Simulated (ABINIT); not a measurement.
# AlN (P6_3mc) in ABINIT: settings compared, part 2 of 2

ABINIT 10.8.3 (patched build). The steps go on from the part before.

**4. Relaxation of cell and atoms, PBE**

run.abi reads:

```
# Pseudopotentials
pp_dirpath "./"
pseudos "Al.GGA_PBE-JTH.xml, N.GGA_PBE-JTH.xml"

# Structure
acell 3*1.0
rprim
     5.8827174260     0.0000000000     0.0000000000
    -2.9413587130     5.0945827342     0.0000000000
     0.0000000000     0.0000000000     9.4127258268
ntypat 2
znucl 13 7
natom 4
typat 1 1 2 2
chkprim 0
chksymtnons 0
tolsym 1.0e-6
xred
            2/3            1/3            1/2
            1/3            2/3            0.0
            2/3            1/3   0.8800000000
            1/3            2/3   0.3800000000

# Plane-wave basis
ecut 20.0
pawecutdg 40.0
ecutsm 0.5

# k points
kptopt 1
ngkpt 8 8 4
nshiftk 1
shiftk 0.0 0.0 0.0

# Exchange and correlation
ixc 11

# Bands and occupations
nband 12
occopt 3
tsmear 0.00183747

# SCF cycle
nstep 80
tolvrs 1.0e-12

# Output
iomode 3
prteig 0
prtebands 0
prtwf 0
prtden 0

# Relaxation
ionmov 22
optcell 2
ntime 50
tolmxf 2.0e-5
dilatmx 1.08
```

Potentials or basis: JTH PAW PBE v2.0.

Started as:

```
$ abinit run.abi > log 2>&1
```

run.abo:

```text
.Version 10.8.3 of ABINIT
 Symmetries : space group P6_3 m c (#186); Bravais hP (primitive hexag.)
================================================================================
 Values of the parameters that define the memory need of the present run
     intxc =       0    ionmov =      22      iscf =      17    lmnmax =       8
     lnmax =       4     mgfft =      45  mpssoang =       2    mqgrid =    3001
     natom =       4  nloc_mem =       2    nspden =       1   nspinor =       1
    nsppol =       1      nsym =      12    n1xccc =       1    ntypat =       2
    occopt =       3   xclevel =       2
       mpw =        1546          nfft =       32805          nkpt =          30
 PAW method is used; the additional fine FFT grid is defined by:
   mgfftf=        60    nfftf =     96000
================================================================================
================================================================================

--------------------------------------------------------------------------------
------------- Echo of variables that govern the present computation ------------
--------------------------------------------------------------------------------
 -outvars: echo values of preprocessed input variables --------
            acell      1.0000000000E+00  1.0000000000E+00  1.0000000000E+00 Bohr
              amu      2.69815390E+01  1.40067400E+01
          chkprim           0
      chksymtnons           0
          dilatmx      1.08000000E+00
             ecut      2.00000000E+01 Hartree
           ecutsm      5.00000000E-01 Hartree
           ionmov          22
              ixc          11
         kptrlatt        8    0    0      0    8    0      0    0    4
          kptrlen      3.76509033E+01
            natom           4
            nband          12
            ngfft          27      27      45
          ngfftdg          40      40      60
             nkpt          30
            nstep          80
             nsym          12
            ntime          50
           ntypat           2
           occopt           3
          optcell           2
        pawecutdg      4.00000000E+01 Hartree
         pawxcdev           0
           prtden           0
        prtebands           0
           prteig           0
            prtwf           0
[... 935 lines left out ...]
hartree             :  5.75672065878732E+00
xc                  : -7.72514482206760E+00
Ewald energy        : -2.16083546652733E+01
psp_core            : -6.22158851863871E-02
local_psp           : -1.83891291786397E+01
PAW spherical_terms :  3.62094671616168E+00
internal            : -2.44654939606967E+01
'-kT*entropy'       :  1.25327346604707E-15
total_energy        : -2.44654939606967E+01
total_energy_eV     : -6.65740005863233E+02
...

--- !EnergyTermsDC
iteration_state     : {dtset: 1, itime: 7, icycle: 1, }
comment             : '"Double-counting" decomposition of free energy'
band_energy         :  1.07494735457043E+00
Ewald energy        : -2.16083546652733E+01
psp_core            : -6.22158851863871E-02
xc_dc               : -4.66728423235476E+00
PAW spherical_terms :  7.97413335756727E-01
internal            : -2.44654940924873E+01
'-kT*entropy'       :  1.25327346604707E-15
total_energy_dc     : -2.44654940924873E+01
total_energy_dc_eV  : -6.65740009449438E+02
...

--- !EnergyTermsWithPAWCore
iteration_state     : {dtset: 1, itime: 7, icycle: 1, }
comment             : 'Components of total free energy, including PAW core contributions'
Total energy        : -5.95361848999330E+02
Total energy DC     : -5.95361849131120E+02
Total energy (eV)   : -1.62006212292422E+04
Total energy DC (eV): -1.62006212328284E+04
...

 rms coord change=  4.6564E-04   atom, delta coord (reduced):
     1        0.000000000000      0.000000000000     -0.000806503980
     2        0.000000000000      0.000000000000     -0.000806503980
     3        0.000000000000      0.000000000000      0.000806503980
     4        0.000000000000      0.000000000000      0.000806503980

 Cartesian components of stress tensor (hartree/bohr^3)
  sigma(1 1)= -3.96404063E-08  sigma(3 2)=  0.00000000E+00
  sigma(2 2)= -3.96404064E-08  sigma(3 1)=  0.00000000E+00
  sigma(3 3)=  5.28025920E-08  sigma(2 1)=  0.00000000E+00

-Cartesian components of stress tensor (GPa)         [Pressure=  2.5967E-04 GPa]
- sigma(1 1)= -1.16626102E-03  sigma(3 2)=  0.00000000E+00
- sigma(2 2)= -1.16626102E-03  sigma(3 1)=  0.00000000E+00
- sigma(3 3)=  1.55350589E-03  sigma(2 1)=  0.00000000E+00

== END DATASET(S) ==============================================================
================================================================================

 -outvars: echo values of variables after computation  --------
            acell      5.9171846669E+00  5.9171846669E+00  9.4791575268E+00 Bohr
           etotal     -2.4465494092E+01
            fcart     -0.0000000000E+00 -0.0000000000E+00  6.9626294418E-06
                      -0.0000000000E+00 -0.0000000000E+00  6.9626294418E-06
                      -0.0000000000E+00 -0.0000000000E+00 -6.9626294418E-06
                      -0.0000000000E+00 -0.0000000000E+00 -6.9626294418E-06
            rprim      1.0000000000E+00  0.0000000000E+00  0.0000000000E+00
                      -5.0000000000E-01  8.6602540378E-01  0.0000000000E+00
                       0.0000000000E+00  0.0000000000E+00  1.0000000000E+00
           strten     -3.9640406275E-08 -3.9640406394E-08  5.2802591967E-08
                       0.0000000000E+00  0.0000000000E+00  0.0000000000E+00
           xangst      1.5656196381E+00  9.0391091953E-01  2.5040315209E+00
                       2.0394397431E-17  1.8078218391E+00 -4.0455482756E-03
                       1.5656196381E+00  9.0391091953E-01  4.4182611900E+00
                       2.0394397431E-17  1.8078218391E+00  1.9101841209E+00
             xred      6.6666666667E-01  3.3333333333E-01  4.9919349602E-01
                       3.3333333333E-01  6.6666666667E-01 -8.0650397974E-04
                       6.6666666667E-01  3.3333333333E-01  8.8080650398E-01
                       3.3333333333E-01  6.6666666667E-01  3.8080650398E-01
 Calculation completed.
```

Wall time 2.2 min (1 thread of Arm Neoverse V1, shared host); peak memory 0.12 GiB.

What came out:

```
Free energy            : -665.7400 eV
Band gap on the k mesh : 4.01 eV, direct
```

Caveat: the cutoff is too short for stress, so the log's stress isn't used. A k mesh can miss the band edges.

**5. Single point, PBE**

run.abi reads:

```
pp_dirpath "./"
pseudos "Al.upf, N.upf"

acell 3*1.0 Angstrom
rprim
     3.1130000000     0.0000000000     0.0000000000
    -1.5565000000     2.6959370820     0.0000000000
     0.0000000000     0.0000000000     4.9810000000
ntypat 2
znucl 13 7
natom 4
typat 1 1 2 2
xred
     0.6666666667     0.3333333333     0.5000000000
     0.3333333333     0.6666666667     0.0000000000
     0.6666666667     0.3333333333     0.8800000000
     0.3333333333     0.6666666667     0.3800000000

ecut 36.0

kptopt 1
ngkpt 8 8 4
nshiftk 1
shiftk 0.0 0.0 0.0

ixc 11

nband 12
occopt 3
tsmear 0.05 eV

nstep 100
tolvrs 1.0e-10

iomode 3
prtwf 0
prtden 0
prteig 0
prtebands 0
enunit 2
```

Potentials or basis: PseudoDojo NC SR PBE v0.4.1 standard.

Started as:

```
$ abinit run.abi > log 2>&1
```

Run time: 28 s. Hardware: 1 thread of Arm Neoverse V1, shared host; peak memory 0.08 GiB.

It converged, with:

* Free energy: -696.2887 eV
* Pressure: 2.9 GPa
* Largest force: 0.131 eV/Å
* Band gap on the k mesh: 4.22 eV, direct
* Valence electrons inside the program's atomic spheres: Al 1.10; N 5.38

Forces on the atoms (eV/Å):
```
Al   0.000  0.000 -0.131
Al   0.000  0.000 -0.131
N    0.000  0.000  0.131
N    0.000  0.000  0.131
```

Stress tensor (GPa, compression positive):
```
2.39 0.00 0.00
0.00 2.39 0.00
0.00 0.00 4.03
```

Levels at points of the mesh, in eV from the valence-band top:
```
           k point  band 6  band 7  band 8  band 9  band 10  band 11
(0.00, 0.00, 0.00)   -0.18   -0.18    0.00    4.22     6.68    10.83
(0.50, 0.00, 0.00)   -2.06   -1.77   -0.66    5.83     5.84     8.21
(0.00, 0.00, 0.50)   -0.51   -0.51   -0.51    6.47     6.47    10.35
(0.50, 0.00, 0.50)   -1.44   -1.35   -1.35    5.34     5.34     9.32
```

**6. Single point, LDA**

run.abi reads:

```
# Pseudopotentials
pp_dirpath "./"
pseudos "Al.upf, N.upf"

# Structure
acell 5.882717426 5.882717426 9.4127258268
rprim
     1.0000000000     0.0000000000     0.0000000000
    -0.5000000000     0.8660254038     0.0000000000
     0.0000000000     0.0000000000     1.0000000000
ntypat 2
znucl 13 7
natom 4
typat 1 1 2 2
xred
     0.6666666667     0.3333333333     0.5000000000
     0.3333333333     0.6666666667     0.0000000000
     0.6666666667     0.3333333333     0.8800000000
     0.3333333333     0.6666666667     0.3800000000

# Plane-wave basis
ecut 36.0

# k points
kptopt 1
ngkpt 8 8 4
nshiftk 1
shiftk 0.0 0.0 0.0

# Exchange and correlation
ixc 7

# Bands and occupations
nband 12
occopt 3
tsmear 0.05 eV

# SCF cycle
nstep 100
tolvrs 1.0e-10

# Output
iomode 3
prtwf 0
prtden 0
prteig 0
prtebands 0
enunit 1
```

Potentials or basis: PseudoDojo NC SR LDA v0.4.1 standard.

Started as:

```
$ abinit run.abi > log 2>&1
```

Wall time 28 s (1 thread of Arm Neoverse V1, shared host); peak memory 0.08 GiB.

Results (log left out):

* Free energy: -698.9570 eV
* Pressure: -6.3 GPa
* Largest force: 0.114 eV/Å
* Band gap on the k mesh: 4.26 eV, direct
* Valence electrons inside the program's atomic spheres: Al 1.12; N 5.35

Forces in eV/Å, atoms in the order of the input:
```
Al   0.000  0.000 -0.114
Al   0.000  0.000 -0.114
N    0.000  0.000  0.114
N    0.000  0.000  0.114
```

Stress tensor (GPa, compression positive):
```
-6.89  0.00  0.00
 0.00 -6.89  0.00
 0.00  0.00 -5.12
```

Levels at points of the mesh, in eV from the valence-band top:
```
           k point  band 6  band 7  band 8  band 9  band 10  band 11
(0.00, 0.00, 0.00)   -0.18   -0.18    0.00    4.26     6.56    10.80
(0.50, 0.00, 0.00)   -2.08   -1.79   -0.66    5.70     5.72     8.11
(0.00, 0.00, 0.50)   -0.52   -0.52   -0.52    6.43     6.43    10.17
(0.50, 0.00, 0.50)   -1.45   -1.36   -1.36    5.24     5.24     9.14
```

**7. Overview**

| task | level | potentials or basis | cell | cutoff (eV) | cell freedom (optcell) | optimiser (ionmov) | cutoff smearing ecutsm (Ha) | force stop (Ha/bohr) | fine-grid cutoff | gap on the mesh (eV) | pressure (GPa) | largest force (eV/Å) |
| --- | --- | --- | --- | --- | --- | --- | --- | --- | --- | --- | --- | --- |
| relaxation of cell and atoms | LDA | PseudoDojo NC SR LDA v0.4.1 standard | relaxed | 980 | 2 | 22 | 0.5 | 2e-05 | - | 4.49 | 0.0 | - |
| single point | LDA | PseudoDojo NC SR LDA v0.4.1 standard | cell relaxed | 980 | - | - | - | - | - | 4.49 | -0.5 | - |
| relaxation of cell and atoms | PBE | JTH PAW PBE v2.0 | relaxed | 544 | 2 | 22 | 0.5 | 2e-05 | 1088.46 eV | 4.01 | - | - |
| single point | PBE | PseudoDojo NC SR PBE v0.4.1 standard | as given | 980 | - | - | - | - | - | 4.22 | 2.9 | 0.13 |
| single point | LDA | PseudoDojo NC SR LDA v0.4.1 standard | as given | 980 | - | - | - | - | - | 4.26 | -6.3 | 0.11 |

Alike in all rows: no spin polarisation; k mesh 8 × 8 × 4; smearing fermi-dirac 0.05 eV.

Total energies depend on the potentials used, so only differences within one code and one set of settings carry meaning.

**8. Comparison with measurements**

Step 5. A measured gap of AlN is 6.0343 eV (an exciton energy, a little under the gap; 0 K; quoted in “Structural and optical properties of self-assembled AlN nanowires grown on SiO2/Si substrates by molecular beam epitaxy”, 2024, arxiv:2402.00216); the calculated 4.22 eV misses it by -1.81 eV. 2 values of this kind are on record (6.034 to 6.0343 eV); this one was drawn at random. The value is that of PBE, without temperature or zero-point motion. Semilocal functionals fall short of measured gaps as a rule.

Step 6. A measured gap of AlN is 6.0343 eV (an exciton energy, a little under the gap; 0 K; quoted in “Structural and optical properties of self-assembled AlN nanowires grown on SiO2/Si substrates by molecular beam epitaxy”, 2024, arxiv:2402.00216); the calculated 4.26 eV misses it by -1.78 eV. 2 values of this kind are on record (6.034 to 6.0343 eV); this one was drawn at random. The value is that of LDA, without temperature or zero-point motion. Semilocal functionals fall short of measured gaps as a rule.
